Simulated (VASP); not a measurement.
# TaN (P6_3/mmc) in VASP: notebook

Runs on TaN. Level: PBEsol+U. Tasks: single point.

All numbers are computed with VASP 6.6.1; they aren't measurements. Logs are shortened: lines on timing, memory, paths and dates and some standing lists are left out, and cuts for length are marked.

### 1 The crystal as given

The structure is hexagonal, space group P6_3/mmc (No. 194). Conventional cell: a = 3.048 Å, b = 3.048 Å, c = 4.918 Å, α = 90.00°, β = 90.00°, γ = 120.00°. Around Ta (site symmetry -3m) lie 6 N at 2.15 Å and 2 Ta at 2.46 Å. N (site symmetry -6m2) has 6 Ta at 2.15 Å as nearest neighbours.

### 2 Single point, PBEsol+U, collinear spin, ferromagnetic start

Contents of INCAR:

```
PREC = Accurate ; ENCUT = 520
EDIFF = 1E-7 ; ISMEAR = 0
SIGMA = 0.05 ; LREAL = False
LASPH = True ; NELM = 100
ALGO = Normal ; ISIF = 2
LWAVE = False ; LCHARG = False
ISPIN = 2 ; MAGMOM = 0.5 0.5 0 0
LORBIT = 11 ; LMAXMIX = 4
LDAU = True ; LDAUTYPE = 2
LDAUL = 2 -1 ; LDAUU = 2 0
LDAUJ = 0 0 ; LDAUPRINT = 1
GGA = PS ; NBANDS = 28
```

Contents of KPOINTS:

```
Automatic mesh
0
Gamma
  8 8 5
```

Contents of POSCAR:

```
TaN
1.0
    3.0480018400      0.0000000000      0.0000000000
   -1.5240009200      2.6396470300      0.0000000000
    0.0000000000      0.0000000000      4.9179997800
Ta N
2 2
Direct
    0.0000000000      0.0000000000      0.0000000000
    0.0000000000      0.0000000000      0.5000000000
    0.3333333333      0.6666666667      0.2500000000
    0.6666666667      0.3333333333      0.7500000000
```

Potentials or basis: VASP PAW PBE potentials, release 64 (Ta_pv, N).

Command:

```console
$ cat potpaw_PBE.64/Ta_pv/POTCAR potpaw_PBE.64/N/POTCAR > POTCAR
$ mpirun -np 1 vasp_std > vasp.out
```

OUTCAR:

```text
PREC = Accurate
   ENCUT = 520
   EDIFF = 1E-7
   ISMEAR = 0
   LREAL = False
   LASPH = True
   NELM = 100
   ISIF = 2
   ISPIN = 2
   LORBIT = 11
   GGA = PS

 ion  position               nearest neighbor table
   1  0.000  0.000  0.000-   3 2.15   4 2.15   4 2.15   3 2.15   4 2.15   3 2.15   2 2.46   2 2.46

   2  0.000  0.000  0.500-   3 2.15   4 2.15   4 2.15   3 2.15   4 2.15   3 2.15   1 2.46   1 2.46

   3  0.333  0.667  0.250-   1 2.15   2 2.15   1 2.15   2 2.15   1 2.15   2 2.15
   4  0.667  0.333  0.750-   1 2.15   2 2.15   1 2.15   2 2.15   1 2.15   2 2.15

  LATTYP: Found a hexagonal cell.
 ALAT       =     3.0480018400
 C/A-ratio  =     1.6135160142

  Lattice vectors:

 A1 = (   3.0480018400,   0.0000000000,   0.0000000000)
 A2 = (  -1.5240009200,   2.6396470300,   0.0000000000)
 A3 = (   0.0000000000,   0.0000000000,   4.9179997800)

Analysis of symmetry for initial positions (statically):
=====================================================================
 Subroutine PRICEL returns:
 Original cell was already a primitive cell.

 Routine SETGRP: Setting up the symmetry group for a
 hexagonal supercell.

 Subroutine GETGRP returns: Found 24 space group operations
 (whereof 12 operations were pure point group operations)
 out of a pool of 24 trial point group operations.

The static configuration has the point symmetry D_3d.
 The point group associated with its full space group is D_6h.

Analysis of symmetry for dynamics (positions and initial velocities):
=====================================================================
 Subroutine PRICEL returns:
 Original cell was already a primitive cell.

 Routine SETGRP: Setting up the symmetry group for a
 hexagonal supercell.

 Subroutine GETGRP returns: Found 24 space group operations
 (whereof 12 operations were pure point group operations)
 out of a pool of 24 trial point group operations.

The dynamic configuration has the point symmetry D_3d.
 The point group associated with its full space group is D_6h.

Analysis of structural, dynamic, and magnetic symmetry:
=====================================================================
 Subroutine PRICEL returns:
 Original cell was already a primitive cell.

 Routine SETGRP: Setting up the symmetry group for a
 hexagonal supercell.

 Subroutine GETGRP returns: Found 24 space group operations
 (whereof 12 operations were pure point group operations)
 out of a pool of 24 trial point group operations.

The overall configuration has the point symmetry D_3d.
 The point group associated with its full space group is D_6h.

 Subroutine INISYM returns: Found 24 space group operations
 (whereof 12 operations are pure point group operations),
 and found     1 'primitive' translations

----------------------------------------------------------------------------------------

                                     Primitive cell

  volume of cell :      39.5685

  direct lattice vectors                    reciprocal lattice vectors
     3.048001840  0.000000000  0.000000000     0.328083791  0.189419265  0.000000000
    -1.524000920  2.639647030  0.000000000     0.000000000  0.378838530  0.000000000
     0.000000000  0.000000000  4.917999780     0.000000000  0.000000000  0.203334698

  length of vectors
     3.048001840  3.048001845  4.917999780     0.378838530  0.378838530  0.203334698

  position of ions in fractional coordinates (direct lattice)
     0.000000000  0.000000000  0.000000000
     0.000000000  0.000000000  0.500000000
     0.333333333  0.666666667  0.250000000
     0.666666667  0.333333333  0.750000000

  ion indices of the primitive-cell ions
   primitive index   ion index
                 1           1
                 2           2
                 3           3
                 4           4

----------------------------------------------------------------------------------------
[... 90 lines left out ...]
     AMIX_MAG =   1.60;   BMIX_MAG =  1.00
  volume/ion in A,a.u.               =       9.89        66.76
  Fermi-wavevector in a.u.,A,eV,Ry     =   1.525252  2.882309 31.652511  2.326394
  Thomas-Fermi vector in A             =   2.633448
   LORBIT       =     11    0 simple, 1 ext, 2 COOP (PROOUT), +10 PAW based schemes
 LDA+U is selected, type is set to LDAUTYPE =  2
   angular momentum for each species LDAUL =     2   -1
   U (eV)           for each species LDAUU =   2.0  0.0
   J (eV)           for each species LDAUJ =   0.0  0.0
   GGA     = PS    functional components
   LHFCALC =     F    Hartree Fock is set to
   AEXX    =    0.0000 exact exchange contribution
   IVDW    =     0    specifies the selected vdW correction
   LEPSILON=     F    determine dielectric tensor
   LRPA    =     F    only Hartree local field effects (RPA)
 spin polarized calculation
 Gauss-broadening in eV      SIGMA  =   0.05
  energy-cutoff  :      520.00
  volume of cell :       39.57
 maximum number of plane-waves:      1092
 NGX is ok and might be reduce to    24
   NGX = 11   NGY = 11   NGZ = 19

atom =   1  type =  1  l = 2

 onsite density matrix

spin component  1

  0.2296  0.0000  0.0000  0.0102  0.0000
  0.0000  0.2626  0.0000 -0.0000  0.0102
  0.0000  0.0000  0.3805 -0.0000  0.0000
  0.0102 -0.0000 -0.0000  0.2626  0.0000
  0.0000  0.0102  0.0000  0.0000  0.2296

spin component  2

  0.2295  0.0000  0.0000  0.0102  0.0000
  0.0000  0.2625  0.0000 -0.0000  0.0102
  0.0000  0.0000  0.3804 -0.0000  0.0000
  0.0102 -0.0000 -0.0000  0.2625  0.0000
  0.0000  0.0102  0.0000  0.0000  0.2295

 occupancies and eigenvectors

  o =  0.2266  v =  0.0000  0.0000  0.0000  0.0000  0.0000  0.9621  0.0000  0.0000 -0.2727 -0.0000      0.0000  0.0000  0.0000  0.0000  0.0000  0.0000  0.0000  0.0000  0.0000  0.0000
  o =  0.2266  v =  0.0000  0.0000  0.0000  0.0000  0.0000 -0.0000  0.2727  0.0000  0.0000 -0.9621      0.0000  0.0000  0.0000  0.0000  0.0000  0.0000  0.0000  0.0000  0.0000  0.0000
  o =  0.2267  v =  0.9616  0.0000  0.0000 -0.2745 -0.0000  0.0000  0.0000  0.0000  0.0000  0.0000      0.0000  0.0000  0.0000  0.0000  0.0000  0.0000  0.0000  0.0000  0.0000  0.0000
  o =  0.2267  v = -0.0000  0.2745  0.0000  0.0000 -0.9616  0.0000  0.0000  0.0000  0.0000  0.0000      0.0000  0.0000  0.0000  0.0000  0.0000  0.0000  0.0000  0.0000  0.0000  0.0000
  o =  0.2654  v =  0.0000  0.0000  0.0000  0.0000  0.0000 -0.2727 -0.0000  0.0000 -0.9621 -0.0000      0.0000  0.0000  0.0000  0.0000  0.0000  0.0000  0.0000  0.0000  0.0000  0.0000
  o =  0.2654  v =  0.0000  0.0000  0.0000  0.0000  0.0000  0.0000 -0.9621  0.0000  0.0000 -0.2727      0.0000  0.0000  0.0000  0.0000  0.0000  0.0000  0.0000  0.0000  0.0000  0.0000
  o =  0.2655  v = -0.2745 -0.0000  0.0000 -0.9616 -0.0000  0.0000  0.0000  0.0000  0.0000  0.0000      0.0000  0.0000  0.0000  0.0000  0.0000  0.0000  0.0000  0.0000  0.0000  0.0000
  o =  0.2655  v =  0.0000 -0.9616  0.0000  0.0000 -0.2745  0.0000  0.0000  0.0000  0.0000  0.0000      0.0000  0.0000  0.0000  0.0000  0.0000  0.0000  0.0000  0.0000  0.0000  0.0000
  o =  0.3804  v =  0.0000  0.0000  0.0000  0.0000  0.0000 -0.0000 -0.0000 -1.0000  0.0000 -0.0000      0.0000  0.0000  0.0000  0.0000  0.0000  0.0000  0.0000  0.0000  0.0000  0.0000
  o =  0.3805  v = -0.0000 -0.0000 -1.0000  0.0000 -0.0000  0.0000  0.0000  0.0000  0.0000  0.0000      0.0000  0.0000  0.0000  0.0000  0.0000  0.0000  0.0000  0.0000  0.0000  0.0000

atom =   2  type =  1  l = 2

 onsite density matrix

spin component  1

  0.2296 -0.0000  0.0000 -0.0102 -0.0000
 -0.0000  0.2626 -0.0000 -0.0000 -0.0102
  0.0000 -0.0000  0.3805  0.0000  0.0000
 -0.0102 -0.0000  0.0000  0.2626 -0.0000
 -0.0000 -0.0102  0.0000 -0.0000  0.2296

spin component  2

  0.2295 -0.0000  0.0000 -0.0102 -0.0000
 -0.0000  0.2625 -0.0000 -0.0000 -0.0102
  0.0000 -0.0000  0.3804  0.0000  0.0000
 -0.0102 -0.0000  0.0000  0.2625 -0.0000
 -0.0000 -0.0102  0.0000 -0.0000  0.2295

 occupancies and eigenvectors

  o =  0.2266  v =  0.0000  0.0000  0.0000  0.0000  0.0000  0.9621  0.0000 -0.0000  0.2727  0.0000      0.0000  0.0000  0.0000  0.0000  0.0000  0.0000  0.0000  0.0000  0.0000  0.0000
  o =  0.2266  v =  0.0000  0.0000  0.0000  0.0000  0.0000  0.0000 -0.2727  0.0000  0.0000 -0.9621      0.0000  0.0000  0.0000  0.0000  0.0000  0.0000  0.0000  0.0000  0.0000  0.0000
  o =  0.2267  v =  0.9616  0.0000 -0.0000  0.2745  0.0000  0.0000  0.0000  0.0000  0.0000  0.0000      0.0000  0.0000  0.0000  0.0000  0.0000  0.0000  0.0000  0.0000  0.0000  0.0000
  o =  0.2267  v =  0.0000 -0.2745  0.0000  0.0000 -0.9616  0.0000  0.0000  0.0000  0.0000  0.0000      0.0000  0.0000  0.0000  0.0000  0.0000  0.0000  0.0000  0.0000  0.0000  0.0000
  o =  0.2654  v =  0.0000  0.0000  0.0000  0.0000  0.0000  0.2727  0.0000  0.0000 -0.9621 -0.0000      0.0000  0.0000  0.0000  0.0000  0.0000  0.0000  0.0000  0.0000  0.0000  0.0000
  o =  0.2654  v =  0.0000  0.0000  0.0000  0.0000  0.0000  0.0000 -0.9621 -0.0000 -0.0000  0.2727      0.0000  0.0000  0.0000  0.0000  0.0000  0.0000  0.0000  0.0000  0.0000  0.0000
  o =  0.2655  v =  0.2745  0.0000  0.0000 -0.9616 -0.0000  0.0000  0.0000  0.0000  0.0000  0.0000      0.0000  0.0000  0.0000  0.0000  0.0000  0.0000  0.0000  0.0000  0.0000  0.0000
  o =  0.2655  v =  0.0000 -0.9616 -0.0000 -0.0000  0.2745  0.0000  0.0000  0.0000  0.0000  0.0000      0.0000  0.0000  0.0000  0.0000  0.0000  0.0000  0.0000  0.0000  0.0000  0.0000
  o =  0.3804  v =  0.0000  0.0000  0.0000  0.0000  0.0000 -0.0000  0.0000 -1.0000 -0.0000 -0.0000      0.0000  0.0000  0.0000  0.0000  0.0000  0.0000  0.0000  0.0000  0.0000  0.0000
  o =  0.3805  v = -0.0000  0.0000 -1.0000 -0.0000 -0.0000  0.0000  0.0000  0.0000  0.0000  0.0000      0.0000  0.0000  0.0000  0.0000  0.0000  0.0000  0.0000  0.0000  0.0000  0.0000

 number of electron      32.0000002 magnetization       0.0014892

 Free energy of the ion-electron system (eV)
  ---------------------------------------------------
  ext. energy  EPLUGINS =         0.00000000
  ---------------------------------------------------
  free energy    TOTEN  =       -40.38823434 eV

  energy without entropy =      -40.38322789  energy(sigma->0) =      -40.38573112

 E-fermi :  10.0039     XC(G=0): -13.9088

 val. band max:        9.9996827508   @ k =   0.2500   0.1250   0.4000
 cond. band min:      10.0301566496   @ k =   0.3750   0.1250   0.2000
 fundamental gap:      0.0304738988
 Fermi energy:        10.0038886968

 spin component 1

 k-point     1 :       0.0000    0.0000    0.0000
  band No.  band energies     occupation
      1     -27.4982      1.00000
      2     -25.6747      1.00000
      3     -25.6747      1.00000
      4     -25.2988      1.00000
      5     -25.2988      1.00000
      6     -24.4580      1.00000
[... 1481 lines left out ...]
     27      21.6542      0.00000
     28      21.9883      0.00000

 [... further k-points ...]

------------------------ aborting loop because EDIFF is reached ----------------------------------------

  FORCE on cell =-STRESS in cart. coord.  units (eV):
  Direction    XX          YY          ZZ          XY          YZ          ZX
  --------------------------------------------------------------------------------------
  -------------------------------------------------------------------------------------
  Total        6.8729499      6.8729499     28.6417287      0.0000000      0.0000000      0.0000000
  in kB      278.2942117    278.2942129   1159.7388934      0.0000000      0.0000000      0.0000000
  external PRESSURE =     572.1091060 kB  Pullay stress =       0.0000000 kB

 VOLUME and BASIS-vectors are now :
 -----------------------------------------------------------------------------
  energy-cutoff  :      520.00
  volume of cell :       39.57
      direct lattice vectors                 reciprocal lattice vectors
     3.048001840  0.000000000  0.000000000     0.328083791  0.189419265  0.000000000
    -1.524000920  2.639647030  0.000000000     0.000000000  0.378838530  0.000000000
     0.000000000  0.000000000  4.917999780     0.000000000  0.000000000  0.203334698

 POSITION                                       TOTAL-FORCE (eV/Angst)
 -----------------------------------------------------------------------------------
      0.00000      0.00000      0.00000        -0.000000      0.000000     -0.000000
      0.00000      0.00000      2.45900        -0.000000      0.000000     -0.000000
     -0.00000      1.75976      1.22950        -0.000000      0.000000     -0.000000
      1.52400      0.87988      3.68850         0.000000     -0.000000      0.000000
 -----------------------------------------------------------------------------------
    total drift:                               -0.000000      0.000000      0.000000

  FREE ENERGIE OF THE ION-ELECTRON SYSTEM (eV)
  ---------------------------------------------------
  free  energy   TOTEN  =       -40.3882343433 eV

  energy  without entropy=      -40.3832278896  energy(sigma->0) =      -40.38573112

 total charge

# of ion       s       p       d       tot
------------------------------------------
    1        0.336   6.305   2.670   9.312
    2        0.336   6.305   2.670   9.312
    3        1.232   2.584   0.000   3.816
    4        1.232   2.584   0.000   3.816
--------------------------------------------------
tot          3.136  17.779   5.340  26.255

 magnetization (x)

# of ion       s       p       d       tot
------------------------------------------
    1        0.000   0.000   0.000   0.001
    2        0.000   0.000   0.000   0.001
    3        0.000   0.000   0.000   0.000
    4        0.000   0.000   0.000   0.000
--------------------------------------------------
tot          0.000   0.000   0.001   0.001
```

It took 43 s on 1 thread of Intel Xeon Platinum 8559C (Emerald Rapids), shared host; peak memory 0.2 GiB.

What came out:

```yaml
Free_energy: -40.3882 eV
Pressure: 57.2 GPa
Band_gap_on_the_k_mesh: none (metal or under the smearing width)
Net_moment: 0.00 μB per cell
Valence_electrons_inside_the_program's_atomic_spheres: Ta 9.31; N 3.82
```

Eigenvalues of the final occupation matrices:
| site | spin | trace | eigenvalues |
| --- | --- | --- | --- |
| site 1 d | 1 | 1.36 | 0.23 0.23 0.27 0.27 0.38 |
| site 1 d | 2 | 1.36 | 0.23 0.23 0.27 0.27 0.38 |
| site 2 d | 1 | 1.36 | 0.23 0.23 0.27 0.27 0.38 |
| site 2 d | 2 | 1.36 | 0.23 0.23 0.27 0.27 0.38 |

Caveat: a pressure of tens of GPa on the cell as given is suspect, and the run, the potentials or the cell itself is likely at fault; the PAW data sets were made with another functional, which shifts forces and pressure a little.

### 3 Single point, PBEsol+U, collinear spin, antiferromagnetic start

Changes to INCAR since step 2:

```diff
@@ -6,3 +6,3 @@
 LWAVE = False ; LCHARG = False
-ISPIN = 2 ; MAGMOM = 0.5 0.5 0 0
+ISPIN = 2 ; MAGMOM = 0.5 -0.5 0 0
 LORBIT = 11 ; LMAXMIX = 4
```

KPOINTS is that of step 2.

POSCAR is that of step 2.

Potentials or basis: VASP PAW PBE potentials, release 64 (Ta_pv, N).

Command:

```console
$ cat potpaw_PBE.64/Ta_pv/POTCAR potpaw_PBE.64/N/POTCAR > POTCAR
$ mpirun -np 1 vasp_std > vasp.out
```

Run time: 33 s. Hardware: 1 thread of Intel Xeon Platinum 8559C (Emerald Rapids), shared host; peak memory 0.2 GiB.

Results (log left out):

```yaml
Free_energy: -40.3882 eV
Pressure: 57.2 GPa
Band_gap_on_the_k_mesh: none (metal or under the smearing width)
Net_moment: 0.00 μB per cell
Valence_electrons_inside_the_program's_atomic_spheres: Ta 9.31; N 3.82
```

Stress tensor (GPa, compression positive):
```
 27.83   0.00   0.00
  0.00  27.83   0.00
  0.00   0.00 115.97
```

Levels at points of the mesh, in eV from the Fermi level:
Spin up:
| k point | band 13 | band 14 | band 15 | band 16 | band 17 | band 18 | band 19 | band 20 |
| --- | --- | --- | --- | --- | --- | --- | --- | --- |
| (0.00, 0.00, 0.00) | -3.78 | -3.78 | -3.76 | -1.83 | -1.83 | -0.56 | -0.56 | 2.60 |
| (0.50, 0.00, 0.00) | -5.33 | -5.27 | -4.54 | 0.20 | 1.50 | 2.50 | 3.99 | 4.73 |
Spin down:
| k point | band 12 | band 13 | band 14 | band 15 | band 16 | band 17 | band 18 | band 19 | band 20 | band 21 |
| --- | --- | --- | --- | --- | --- | --- | --- | --- | --- | --- |
| (0.00, 0.00, 0.00) | -5.40 | -3.78 | -3.78 | -3.76 | -1.83 | -1.83 | -0.56 | -0.56 | 2.60 | 4.06 |
| (0.50, 0.00, 0.00) | -5.95 | -5.33 | -5.27 | -4.54 | 0.20 | 1.50 | 2.50 | 3.99 | 4.73 | 5.28 |

Eigenvalues of the final occupation matrices:
```tsv
site	spin	trace	eigenvalues
site 1 d	1	1.36	0.23 0.23 0.27 0.27 0.38
site 1 d	2	1.36	0.23 0.23 0.27 0.27 0.38
site 2 d	1	1.36	0.23 0.23 0.27 0.27 0.38
site 2 d	2	1.36	0.23 0.23 0.27 0.27 0.38
```

Caveat: a pressure of tens of GPa on the cell as given is suspect, and the run, the potentials or the cell itself is likely at fault; the PAW data sets were made with another functional, which shifts forces and pressure a little.
